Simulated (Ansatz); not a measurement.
Runs of Ansatz 0.2.0 on FePt (Tetraferroplatinum). The structure is tetragonal, space group P4/mmm (No. 123). The conventional cell has a = 2.724 Å, b = 2.724 Å, c = 3.720 Å, α = 90.00°, β = 90.00°, γ = 90.00°. Pt (site symmetry 4/mmm) is surrounded by 8 Fe at 2.68 Å and 4 Pt at 2.72 Å. Fe (site symmetry 4/mmm) has 8 Pt at 2.68 Å and 4 Fe at 2.72 Å as nearest neighbours. 

```tsv
level	cutoff (eV)	gap on the mesh (eV)	pressure (GPa)	moment (μB)
LDA	420	none	-12.9	3.25
HSE06	420	none	5.9	3.68
BLYP	420	none	(c)	3.26
PBEsol	420	none	(a)	3.28
r2SCAN	500	none	2.4	3.64
RPBE	420	none	(b)	3.31
PBE0	420	none	5.9	3.68
revPBE	420	none	6.5	3.30
```

Alike in all rows: task projected density of states; potentials or basis Ansatz PAW; spin collinear, ferromagnetic start; cell as given; k mesh 6 × 6 × 4; smearing fermi-dirac 0.05 eV; the mesh is coarse, so values aren't converged.

Question: Estimate the missing entries.

Answer: (a) -6.4; (b) 7.9; (c) 13.8.

Caveats: all runs use coarse meshes; the PAW data sets come from PBE, with cores solved anew for the run's functional, which leaves a small shift of forces and pressure; the density of states is complete only up to the lowest level of the last band computed; the magnetic or orbital state may not be the lowest (some runs); the thresholds are loose for stress (some runs).

A k mesh can miss the band edges, and the runs leave out spin-orbit coupling on Pt.

A gap of «none» marks a metal or a gap under the smearing width.

Runs at the PBE level aren't shown here.
